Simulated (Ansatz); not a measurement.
Input and command of a calculation in Ansatz (plane waves; scalar-relativistic PAW potentials unless the input names others):

```yaml
crystal:
  lattice:
    - [-1.7430796737, 1.7430796737, 2.0462239647]
    - [1.7430796737, -1.7430796737, 2.0462239647]
    - [1.7430796737, 1.7430796737, -2.0462239647]
  atoms:
    - { symbol: Sn, position: [0.0, 0.0, 0.0] }
basis:
  ecutwfc: "40.4 Ry"
kpoints:
  mp_grid: { grid: [22, 22, 22] }
hamiltonian:
  xc: pbe
  dispersion: d3bj
scf:
  occupations: { method: gaussian, width: 0.15 }
output:
  forces: true
  eigenvalues: true
  stress: true
```

```bash
ansatz run input.yaml --threads 1 --pin off --max-ram 1228MiB --backend cpu --events-out ev --progress --plain --runs-dir out
```

Abridged log:
```
Pseudopotentials: kind: paw
Pseudopotential: Sn, paw, valence charge 14, recommended cutoff 420 eV (normal)
Functional definition: PBE
Crystal: 1 atom, lattice volume = 24.868 Å³
Basis set: ecut = 549.67000216 eV, 731 PW (Γ), exchange–correlation on 50×50×50 points (8 copies of the dense FFT grid, shifted against one another)
Bands: 11, of which v1, the nominal top of the filled ones, is band 7 counted from 1 (6 counted from 0)
Symmetry: 16 space group operations
Space group: I4/mmm (ITA 139), of the structure as read, at distance tolerance 2.9e-5 Å
k-points: 834 of 10648
Initial density: superposition of atomic densities (neutral atoms: chi_scale 0, normalization atom), corrected by the library's trained network
Initial wavefunctions: pseudopotential atomic-orbital guess
Functional: x = pbe(κ = 0.804, μ = 0.21951497), c = pbe(β = 0.06672455)
SCF iter   1: F=—  HF=-6024.517360 eV  |F-HF|=—  |Δ(HF+E_count)|=         —  Δρ=9.36e-4  dr2=2.05e-4  ethr=1.77e-3  ⟨swp⟩=5.0  Hψ=54267  notcnv=0
SCF iter   2: F=—  HF=-6024.516908 eV  |F-HF|=—  |Δ(HF+E_count)|=   4.52e-4  Δρ=6.80e-4  dr2=9.19e-5  ethr=1.46e-6  ⟨swp⟩=2.0  Hψ=20755  notcnv=0
SCF iter   3: F=—  HF=-6024.516903 eV  |F-HF|=—  |Δ(HF+E_count)|=   4.84e-6  Δρ=1.83e-4  dr2=7.56e-6  ethr=6.56e-7  ⟨swp⟩=2.0  Hψ=14641  notcnv=0
SCF iter   4: F=—  HF=-6024.516904 eV  |F-HF|=—  |Δ(HF+E_count)|=   1.22e-6  Δρ=4.93e-5  dr2=4.35e-7  ethr=5.40e-8  ⟨swp⟩=2.1  Hψ=10494  notcnv=0
SCF iter   5: F=-6024.516904 eV  HF=-6024.516904 eV  |F-HF|=4.24e-9  |Δ(HF+E_count)|=   2.51e-7  Δρ=5.16e-6  dr2=3.24e-9  ethr=3.11e-9  ⟨swp⟩=2.0  Hψ=14817  notcnv=0
SCF iter   6: F=-6024.516904 eV  HF=-6024.516904 eV  |F-HF|=4.97e-10  |Δ(HF+E_count)|=   1.54e-9  Δρ=1.33e-6  dr2=3.06e-10  ethr=2.31e-11  ⟨swp⟩=2.5  Hψ=31130  notcnv=0
SCF 1 converged in 6 iterations: F = -6024.516904 eV  dr2 = 3.06e-10
SCF converged after 6 iterations
Free energy (F): -6024.516904 eV
Harris-Foulkes:  -6024.516904 eV  (|F-HF|=4.97e-10)
Internal energy: -6024.511791 eV  (E = F + TS)
E sigma→0 (E₀):  -6024.514348 eV
Entropy (-TS):   -0.005113 eV (-5.113 meV/atom)
Fermi energy:    12.275954 eV
  E_disp       = -0.421151  (pairwise vdW)
--- Forces (eV/Å), atoms counted from 1 ---
  atom   1  Sn     0.00000000     0.00000000     0.00000000
--- Stress (GPa, compression-positive) ---
        4.272537       0.000000       0.000000
        0.000000       4.272537       0.000000
        0.000000       0.000000       3.930497
  P = ⅓ Tr σ = 4.1585 GPa (41.585 kbar)
```

Apart from outputs and empty bands, the input differs from a reference run on usual settings in basis.ecutwfc: 420 → "40.4 Ry"; kpoints.mp_grid.grid: [18, 18, 18] → [22, 22, 22]. The reference, at the same geometry (not necessarily relaxed), gave pressure 4.18 GPa, largest force 0.000 eV/Å, no gap on the mesh. This run converged in 6 SCF iterations (reference: 6) with an energy at zero smearing 4.60 meV/atom below the reference's, pressure 4.16 GPa, largest force 0.000 eV/Å, no gap on the mesh.